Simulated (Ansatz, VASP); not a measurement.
# NaCl (Halite) in two plane-wave programs, part 2 of 2

Aim: how closely do two programs agree when they are given the same cell, functional and k mesh? The cell is taken from a series of VASP runs on this material, whose earlier steps may have relaxed, scaled or displaced it; both programs get it as it stands.

VASP 6.6.1 and Ansatz 0.2.0.

So far. Step 4 (Side by side): The walks stopped with 0.00 GPa left in Ansatz and -0.02 GPa in VASP; each walk ends within a tolerance, so the volume difference is uncertain by about these residues over the bulk modulus, most in soft cells.

## Step 5: Ansatz: elastic constants, r2SCAN

Level of this step: Ansatz beside VASP: Kohn-Sham DFT, plane waves, r2SCAN (Ansatz).

Elastic constants are differences of stresses under small strains, so they test the stress and the mesh. The cell compared in this pair holds 44.27 Å³, against 43.95 Å³ for the pair before.

The cell is taken from a series of VASP runs on this material, whose earlier steps may have relaxed, scaled or displaced it; both programs get it as it stands.

input.yaml

```yaml
crystal:
  lattice:
    - [0.0, 2.8077021634, 2.8077021634]
    - [2.8077021634, 0.0, 2.8077021634]
    - [2.8077021634, 2.8077021634, 0.0]
  atoms:
    - { symbol: Cl, position: [0.5, 0.5, 0.5] }
    - { symbol: Na, position: [0.0, 0.0, 0.0] }
hamiltonian:
  xc: r2scan
  pseudopotentials: { kind: paw }
kpoints:
  mp_grid: { grid: [6, 6, 6] }
scf:
  occupations: { method: gaussian, width: 0.03 }
elastic:
  mode: relaxed_ion
  stencil: two_point
output:
  forces: true
  stress: true
```

On the command line:

```console
$ ansatz run input.yaml --threads 4 --pin off --max-ram 9216MiB --backend cpu --events-out ev --progress --plain --runs-dir out
```

Numbers of over 12 decimals in the logs are rounded to 6 here.

Log:

```text
[...]
Crystal: 2 atoms, lattice volume = 44.267 Å³
Basis set: ecut = 500 eV, 1139 PW (Γ), exchange–correlation on 120×120×120 points (64 copies of the dense FFT grid, shifted against one another)
Bands: 12, of which v1, the nominal top of the filled ones, is band 8 counted from 1 (7 counted from 0)
Symmetry: 48 space group operations
[...]
k-points: 16 of 216
[...]
2.000e-3       0.2229       -2576.3273930       6    6154   1158   relax 0 steps, max|allowed force component| 4.93e-32 eV/Å
[...]
δ    σ_23 (GPa)             F (eV)   n_scf  n_hpsi   n_pw
    -2.000e-3      -0.0273       -2576.3274768       8   11756   1144   relax 0 steps, max|allowed force component| 1.06e-29 eV/Å
     2.000e-3       0.0273       -2576.3274768       7   11034   1144   relax 0 steps, max|allowed force component| 1.97e-30 eV/Å
[key lines of the parts left out:]
SCF converged after 2 iterations
Free energy (F): -2576.327485 eV
Fermi energy:    3.754363 eV
P = ⅓ Tr σ = -0.1085 GPa (-1.085 kbar)
```

Wall time 9.2 s (4 threads of Intel Xeon Platinum 8259CL at 2.50GHz (Skylake/Cascade Lake), shared host); peak memory 0.51 GiB; 22 s of CPU time.

The run ends at a pressure of -0.11 GPa.

## Step 6: VASP: elastic constants, r2SCAN

The same cell, functional, mesh and smearing now go to VASP, with its own data sets and cutoff.

INCAR

```
SYSTEM = NaCl
PREC = Accurate
ENCUT = 650
EDIFF = 1E-07
NELM = 100
ISMEAR = 0
SIGMA = 0.03
LREAL = .FALSE.
ALGO = Normal
METAGGA = R2SCAN
LASPH = .TRUE.
NBANDS = 13
LORBIT = 11
LWAVE = .FALSE.
LCHARG = .FALSE.
KPAR = 4
IBRION = 6
NFREE = 2
POTIM = 0.015
ISIF = 3
NSW = 1
```

POSCAR

```
NaCl
1.0
    0.0000000000      2.8077021634      2.8077021634
    2.8077021634      0.0000000000      2.8077021634
    2.8077021634      2.8077021634      0.0000000000
Cl Na
1 1
Direct
    0.5000000000      0.5000000000      0.5000000000
    0.0000000000      0.0000000000      0.0000000000
```

KPOINTS

```
Automatic mesh
0
Gamma
6 6 6
0 0 0
```

The projector-augmented-wave data sets are Cl and Na_pv (PBE family, release 64).

On the command line:

```console
$ mpirun -np 4 vasp_std
```

Log:

```text
[banner, memory and clock lines left out]
running    4 mpi-ranks, on    1 nodes
[...]
[... a notice as in an earlier step ...]

 LDA part: xc-table for (None), standard interpolation
 POSCAR, INCAR and KPOINTS ok, starting setup
[...]
entering main loop
       N       E                     dE             d eps       ncg     rms          rms(c)
DAV:   1     0.993998595920E+02    0.99400E+02   -0.81134E+03   416   0.129E+03
DAV:   2    -0.562114014381E+01   -0.10502E+03   -0.95778E+02   434   0.301E+02
DAV:   3    -0.157278374866E+02   -0.10107E+02   -0.10003E+02   546   0.839E+01
DAV:   4    -0.159616752210E+02   -0.23384E+00   -0.23370E+00   466   0.131E+01
[...]
DAV:  11    -0.137917625020E+02   -0.82830E-05   -0.69325E-05   461   0.737E-02    0.388E-02
DAV:  12    -0.137917638000E+02   -0.12981E-05   -0.39758E-06   506   0.169E-02    0.413E-03
DAV:  13    -0.137917637055E+02    0.94465E-07   -0.13431E-07   456   0.348E-03
   1 F= -.13791764E+02 E0= -.13791764E+02  d E =-.176110E-12
[... from here on, the cycles between the ionic steps are left out ...]
   2 F= -.13788517E+02 E0= -.13788517E+02  d E =-.620300E-12
   3 F= -.13791269E+02 E0= -.13791269E+02  d E =-.215777E-30
   9 F= -.13791328E+02 E0= -.13791328E+02  d E =-.185650E-31
  10 F= -.13791324E+02 E0= -.13791324E+02  d E =-.188323E-31
  11 F= -.13791316E+02 E0= -.13791316E+02  d E =-.184048E-31
  12 F= -.13791327E+02 E0= -.13791327E+02  d E =-.185865E-31
  13 F= -.13791320E+02 E0= -.13791320E+02  d E =-.186020E-31
  14 F= -.13791594E+02 E0= -.13791594E+02  d E =-.152898E-12
  15 F= -.13791594E+02 E0= -.13791594E+02  d E =-.152479E-12
  16 F= -.13791448E+02 E0= -.13791448E+02  d E =-.142111E-12
  17 F= -.13791447E+02 E0= -.13791447E+02  d E =-.146401E-12
 Finite differences progress:
  Degree of freedom:   8/  8
  Displacement:        2/  2
  Total:              16/ 16
```

From OUTCAR (step 6):

```text
  Total       -0.0947886     -0.0940037     -0.0940037      0.0000000      0.0000000      0.0000000
  in kB       -3.4307065     -3.4022984     -3.4022984      0.0000000      0.0000000      0.0000000
  external PRESSURE =      -3.4117678 kB  Pullay stress =       0.0000000 kB

 POSITION                                       TOTAL-FORCE (eV/Angst)
 -----------------------------------------------------------------------------------
      2.80770      2.80770      2.80770        -0.025637      0.000000      0.000000
     -0.01500      0.00000      0.00000         0.025637      0.000000      0.000000
 -----------------------------------------------------------------------------------
    total drift:                                0.007366     -0.000006     -0.000006

  FREE ENERGIE OF THE ION-ELECTRON SYSTEM (eV)
  ---------------------------------------------------
  free  energy   TOTEN  =       -13.7914469136 eV

  energy  without entropy=      -13.7914469136  energy(sigma->0) =      -13.79144691

[... 1 part as in an earlier step ...]

[... 2 further parts left out ...]
[key lines of the parts left out:]
E-fermi :  -0.9505
```

## Step 7: Side by side

What differs besides the data sets and the points named for the pairs above, as far as they apply: VASP keeps PBE cores, Ansatz makes them for the functional; the cutoff is 500 eV in Ansatz and 650 eV in VASP. Total energies have different zeros and are not compared.

The two programs side by side:

```tsv
quantity	Ansatz	VASP	difference
C11 (GPa)	58.0	60.1	-3.49 %
C22 (GPa)	58.0	60.1	-3.49 %
C33 (GPa)	58.0	60.1	-3.49 %
C12 (GPa)	11.5	11.5	-0.52 %
C13 (GPa)	11.5	11.5	-0.52 %
C23 (GPa)	11.5	11.5	-0.52 %
C44 (GPa)	13.6	14.2	-3.88 %
C55 (GPa)	13.6	14.2	-3.88 %
C66 (GPa)	13.6	14.2	-3.88 %
```

## Step 8: What came out

| Property | Result |
| --- | --- |
| difference in volume (relaxation of cell and atoms, PBEsol) | 0.18 % |
| difference in C44 (elastic constants, r2SCAN) | -3.9 % |

The difference in C44 is -3.9 % (elastic constants, r2SCAN), within the 5 % picked in this series as the mark of a large difference. How closely two codes agree says nothing of how well the functional describes the real material.

[Lines on the potential files, build, host, timing and source positions are cut from VASP's logs without a mark.]

[Logs are printed without paths, hosts, clocks, repeated set-up lines and the standing remarks that a program may print on its own settings, such as how far it seeks lower states.]

[Hosts, paths, dates, database ids (printed as entryN), source tags and the programs' standing remarks are cut or masked in the printed files.]
